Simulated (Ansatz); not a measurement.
C$_{3}$H$_{4}$N$_{2}$ (`c1c[nH]cn1`) from Hartree–Fock to CCSD(T)

```tsv
atom	x (Å)	y (Å)	z (Å)
C1	0.189	-1.183	-0.284
C2	0.984	-0.082	-0.148
N3	0.131	0.935	0.187
C4	-1.118	0.413	0.239
N5	-1.119	-0.863	-0.041
H6	0.486	-2.187	-0.544
H7	2.046	0.068	-0.256
H8	0.386	1.890	0.363
H9	-1.985	1.008	0.484
```

Total charge 0; spin multiplicity 1. Geometry: relaxed with PBE0-D4/def2-TZVP. Frozen core, restricted reference, the Gaussian-basis code of Ansatz. CBS rows extrapolate triple and quadruple zeta.

```tsv
basis	HF (Eh)	MP2 corr.
def2-SVP	-224.64915	-0.71744
def2-TZVPP	-224.90365	-0.87789
def2-QZVPP	-224.91368	-0.93643
cc-pV(D+d)Z	-224.83587	-0.71934
cc-pV(T+d)Z	-224.89539	-0.88043
cc-pV(Q+d)Z	-224.91099	-0.93805
```

(1) Estimate the CCSD correlation energy and the (T) correction in each basis where they were run (hartree).

## Answers

(1) 
| basis | CCSD corr. | (T) |
| --- | --- | --- |
| def2-SVP | -0.74209 | -0.02996 |
| def2-TZVPP | -0.88870 | -0.04530 |
| def2-QZVPP | -0.93707 | -0.04953 |
| CBS(def2) | -0.97289 | -0.05267 |
| cc-pV(D+d)Z | -0.74313 | -0.03007 |
| cc-pV(T+d)Z | -0.89070 | -0.04557 |
| cc-pV(Q+d)Z | -0.93855 | -0.04954 |
| CBS(cc) | -0.97262 | -0.05236 |
